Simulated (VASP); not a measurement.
# MoS2: equation of state with PBEsol

The system is MoS2.

```
Mo S
1.0
     1.57179    0.90747    6.26487
    -1.57179    0.90747    6.26487
     0.00000   -1.81495    6.26487
Mo S
1 2
Direct
  0.00010 0.00010 0.00010
  0.41633 0.41633 0.41633
  0.25057 0.25057 0.25057
```

Measurements of this composition are mostly on another form, of space group No. 194.

* Program: VASP 6.6.1
* Task: equation of state
* Functional: PBEsol
* Potentials or basis: VASP PAW PBE potentials, release 64 (Mo_sv, S)
* Cutoff: 520 eV
* k mesh: 8 × 8 × 8
* Occupations: gaussian, width 0.02 eV
* Spin: no spin polarisation
* Ladder: gaps
* Further INCAR settings: ALGO = Fast; EDIFF = 1e-07

```json
{"Equilibrium volume": "17.88 Å³/atom", "Bulk modulus at fixed shape and positions": "154 GPa", "Pressure derivative of the bulk modulus": "4.4 (rough: it moves with the points fitted)"}
```

Energy against volume, from the lowest point:
| volume (Å³/atom) | energy (meV/atom) |
| --- | --- |
| 17.157 | 15.14 |
| 17.514 | 3.74 |
| 17.872 | 0.00 |
| 18.229 | 3.13 |
| 18.587 | 12.44 |

All runs of the series together: 11 min on 1 thread of Intel(R) Xeon(R) 6975P-C (Granite Rapids), on a shared host.

Caveat: the cell was scaled at fixed shape and fractional positions, which overstates the stiffness of a crystal with free parameters, most of all of layers and chains; the PAW data sets were made with another functional, which shifts forces and pressure a little.
